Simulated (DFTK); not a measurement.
**Bi in DFTK: convergence with smearing width**

Crystal: Bi.

```xyz
1
Lattice="-1.9790 1.9985 1.9531 1.9661 -2.0296 1.9714 1.9749 2.0255 -1.9843" Properties=species:S:1:pos:R:3 pbc="T T T"
Bi    0.0680   -0.0082    0.0034
```

The cell isn't the ideal one: cell strained at random.

```yaml
Program: DFTK 0.8.2
Task: convergence study
Functional: PBEsol
Potentials_or_basis: cp2k.nc.sr.pbe.v0_1.semicore.gth (PBE, GTH)
Cutoff: 1061 eV
k_mesh: 4 × 4 × 4
Occupations: fermi-dirac, width 0.5 eV
Spin: no spin polarisation
```

These are the settings of the first run; the series varies smearing width, with any setting tied to it.

Hardware: 1 thread of Intel(R) Xeon(R) Platinum 8259CL CPU @ 2.50GHz (Skylake/Cascade Lake) (shared host).

Problem. The values tried are 0.5 eV, 0.3 eV, 0.2 eV, 0.1 eV, 0.05 eV, 0.025 eV, 0.01 eV, loosest first. From which on does the energy stay within 1 meV/atom of the tightest run that finished?

Solution. From 0.1 eV on.

```csv
smearing width,"energy less the tightest run, at zero smearing (meV/atom)",SCF cycles
0.5 eV,-31.89,11
0.3 eV,-11.11,11
0.2 eV,-4.71,11
0.1 eV,0.05,11
0.05 eV,-0.75,11
0.025 eV,-0.47,11
0.01 eV,0.00,13
```

Narrower smearing needs a denser k mesh, so at a fixed mesh the narrowest width isn't the most accurate. The tightest run that finished is the yardstick and may itself not be fully converged.

Caveat, for the tightest run too: the k mesh is coarse (spacing up to 0.57 Å⁻¹), so the values aren't converged; the cutoff is short for these potentials, so energies and forces aren't converged, fitted volumes are rough and the log's stress (off by 3 to 10 GPa or more in trials) isn't used.
